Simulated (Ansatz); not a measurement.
# NaCl: levels along high-symmetry lines

```
Na Cl
1.0
     2.86000    0.00000    0.00000
     0.00000    2.86000    0.00000
     0.00000    0.00000    2.86000
Na Cl
1 1
Direct
  0.00000 0.00000 0.00000
  0.50000 0.50000 0.50000
```

Atom numbers follow the list: Na1, Cl2.

The geometry is COD entry 2104025, unchecked; take it as a test cell.

Method: Ansatz 0.2.0, DFT, PBEsol, all-electron LAPW, scalar-relativistic.

Settings: a Γ-centred 9×9×9 k mesh, Fermi–Dirac smearing of 0.03 eV, basis error target 0.5 meV/atom, no spin polarisation.

Points in fractions of the reciprocal vectors of this cell: Γ (0, 0, 0), X (0, 0.5, 0), M (0.5, 0.5, 0), R (0.5, 0.5, 0.5). The path joins them by straight lines in the order Γ–X–M–Γ–R–X–R–M; legs that retrace an earlier one aren't tabulated. Energies are in eV from the top of the valence band.

Is there a gap, and where are the band edges?

4.15 eV, direct at M (0.5, 0.5, 0).

List the levels between -8 and 6 eV at the symmetry points.


Γ: -1.28 (×3)
X: -6.98, -0.80 (×2)
M: -5.42 (×2), 0.00, 4.15
R: -4.84 (×3)
